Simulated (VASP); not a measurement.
Input of a VASP 6.6.1 run:

Contents of INCAR:

```
SYSTEM = KF
PREC = Accurate ; ENCUT = 600
EDIFF = 1E-7 ; ISMEAR = 0
SIGMA = 0.02 ; LREAL = .False.
LASPH = .True. ; NELM = 100
ALGO = Fast ; ISIF = 3
LWAVE = .False. ; LCHARG = .False.
GGA = RP ; IBRION = 2
NSW = 90 ; EDIFFG = -0.005
```

Contents of KPOINTS:

```
regular mesh
0
Gamma
  8 8 8
  0 0 0
```

File POSCAR:

```
KF
1.0
    0.0000000000      2.6544134000      2.6544134000
    2.6544134000      0.0000000000      2.6544134000
    2.6544134000      2.6544134000      0.0000000000
K F
1 1
Direct
    0.0000000000      0.0000000000      0.0000000000
    0.5000000000      0.5000000000      0.5000000000
```

Potentials or basis: VASP PAW PBE potentials, release 64 (K_sv, F).

Launch:

```sh
$ cat potpaw_PBE.64/K_sv/POTCAR potpaw_PBE.64/F/POTCAR > POTCAR
$ mpirun -np 1 vasp_std > vasp.out
```

Question: Predict the relaxed volume.

Answer: 21.75 Å³/atom.

Question: What does it give for the space group after relaxing (to 0.05 Å)?

Answer: Fm-3m (No. 225).

Question: Predict the relaxed cell.

Answer: a = 3.948 Å, b = 3.948 Å, c = 3.948 Å, α = 60.00°, β = 60.00°, γ = 60.00°.

Step by step:
```csv
step,energy change (eV),largest force (eV/Å),pressure (GPa),volume (Å³)
1,0.0000,0.0000,4.90,37.41
2,-0.0652,0.0000,1.87,40.59
3,-0.0771,0.0000,-0.78,45.10
4,-0.0811,0.0000,-0.07,43.64
5,-0.0811,0.0000,0.00,43.51
```

Caveat: the volume moved by over 15 % at a fixed basis, so the end points are rough; the PAW data sets were made with another functional, which shifts forces and pressure a little.
